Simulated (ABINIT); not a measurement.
The system is WC (Qusongite).

```xyz
2
Lattice="2.9065 0.0000 0.0000 -1.4532 2.5171 0.0000 0.0000 0.0000 2.8366" Properties=species:S:1:pos:R:3 pbc="T T T"
W     0.0000    0.0000    0.0000
C     1.4533    0.8390    1.4183
```

Base run:

* Program: ABINIT 10.8.3 (patched build)
* Functional: PW91
* Potentials or basis: JTH PAW PBE v2.0
* Cutoff: 626 eV
* k mesh: 10 × 10 × 9
* Occupations: fermi-dirac, width 0.05 eV
* Spin: no spin polarisation

Its results: band gap on the k mesh none (metal or under the smearing width); pressure 6.4 GPa.

Task: After a change of settings the same cell gave: band gap on the k mesh none (metal or under the smearing width); pressure 18.7 GPa. Which change was it?
A. functional from PW91 to r2SCAN
B. functional from PW91 to BLYP
C. functional from PW91 to WC
D. functional from PW91 to revPBE

Result: B.

BLYP binds less tightly than PW91, so the same cell stands under more pressure.

Caveats: the PAW data sets were made with another functional, which shifts forces and pressure a little; spin-orbit coupling is left out, which moves the levels of the heavy elements.

Runs at the PBE level aren't shown here.
